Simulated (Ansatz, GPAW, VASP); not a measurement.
## MgS: programs and potentials compared

```
S Mg
1.0
     0.00000    2.60165    2.60165
     2.60165    0.00000    2.60165
     2.60165    2.60165    0.00000
S Mg
1 1
Cartesian
  2.6016 2.6016 2.6016
  0.0000 0.0000 0.0000
```

Alike in all runs: task single point; functional PBE; k mesh 9 × 9 × 9; occupations gaussian, width 0.02 eV; no spin polarisation; no spin-orbit coupling. Pressure is positive in compression and, in plane waves, holds the error of the finite cutoff, which Ansatz's Pulay term estimates and takes out.

```csv
program and potentials,plane-wave cutoff (eV),notes,pressure (GPa)
"Ansatz, Ansatz PAW",420,8 valence electrons an atom on average,1.16
"VASP, PBE PAW files Mg_GW, S_GW, 550 eV",550,4 valence electrons an atom on average,0.85
"GPAW, GPAW PAW data sets (gpaw-data 1.2.1)",800,8 valence electrons an atom on average,1.06
```

The pressure spans 0.85 (VASP, PBE PAW files Mg_GW, S_GW, 550 eV) to 1.16 GPa (Ansatz, Ansatz PAW).

Differences between rows come from potentials, basis sets and numerical settings, since the functional is the same but for its coding. Runs on potential files found faulty are left out.

All three runs put this rocksalt cell under slight compression, from 0.85 to 1.16 GPa, so PBE would prefer a somewhat larger lattice constant than the one used. That fits the functional's usual tendency to underbind ionic and semi-ionic solids: its gradient correction tends to weaken cohesion and lengthen bonds, here between Mg cations and the large, polarisable sulfide anions. The sign of the pressure is thus common to all three descriptions of the core, while its size is less settled.

The two runs with 8 valence electrons an atom lie closer to each other than to the VASP run with 4, which gives the lowest pressure. The smaller count leaves the Mg 2s and 2p shells in the frozen core, where they cannot relax as the surrounding sulfide ions move closer. This may contribute to the lower value, but so may the construction of the potentials or the remaining basis-set error. A single volume gives neither the equilibrium lattice constant nor the bulk modulus.
